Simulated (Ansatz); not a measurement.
## N vacancy in GaN

Level of theory: DFT PBE, scalar-relativistic, plane waves, PAW (Ansatz 0.2.0). (420 eV cutoff, 2×2×2 k-mesh, shifted by half a step, Gaussian smearing of 0.01 eV, collinear spin in charge 0, +2 alone)

Host crystal, relaxed:

```xyz
2
Lattice="0.0000 2.2742 2.2742 2.2742 0.0000 2.2742 2.2742 2.2742 0.0000" Properties=species:S:1:pos:R:3 pbc="T T T"
Ga    0.0000    0.0000    0.0000
N     3.4114    3.4114    3.4114
```

Supercell of 32 atoms, rows in host cell vectors: 1 1 -3; 1 1 1; 1 -3 1. Atoms relax at the host's cell from a start displaced at random by 0.05 Å near the defect, so other minima may exist. The cell is small, so energies carry finite-size errors of tenths of an eV. The host's Kohn–Sham gap is 1.54 eV. Atoms are taken from and returned to the elements' standard states. Charged cells are corrected for image charges with the computed static dielectric tensor (mean 11.0) and aligned with the host's potential at far atoms (alignment terms reach 1.60 eV; the program doubts the alignment in some charges, where it is up to 1.60 eV). No band-filling term is added, and the Fermi level counts from the host's valence band top.

Starting moments were lost in some runs.

Defect: N vacancy at (0.750, 0.750, 0.750) of the host cell.

Q: What is the formation energy of the neutral defect?

A: 3.48 eV.

Q: Does the neutral defect carry a moment, and how do its surroundings relax?

A: It adds no moment. The nearest neighbours before are 4 Ga at 1.97 Å; after relaxation the atoms near the site are 3 Ga at 1.92 Å, 1 Ga at 1.93 Å; the largest move is 0.07 Å.

Q: Charges +3, +2, +1, 0 were computed. Which is stable where in the gap?

A: Among the charges computed the stable one is +3 at the valence band top, changing to +1 at 0.03 eV. In charge 0 the extra carrier would gain by moving to a band edge of the host, so it isn't bound in the gap, though by less than the errors named above. In charge 0 the cell has partly filled bands: a level of the defect may be part filled, the carrier may sit in the host's bands, or levels may cross between the k points, so transitions that involve it are doubtful. Without the alignment that the program doubts, the level (+3/+2) would lie at -0.64 eV, outside the gap, so these runs don't decide whether the defect changes charge there. Levels between neighbouring charges: (+3/+2) 0.10 eV, (+2/+1) -0.03 eV, (+1/0) 2.11 eV.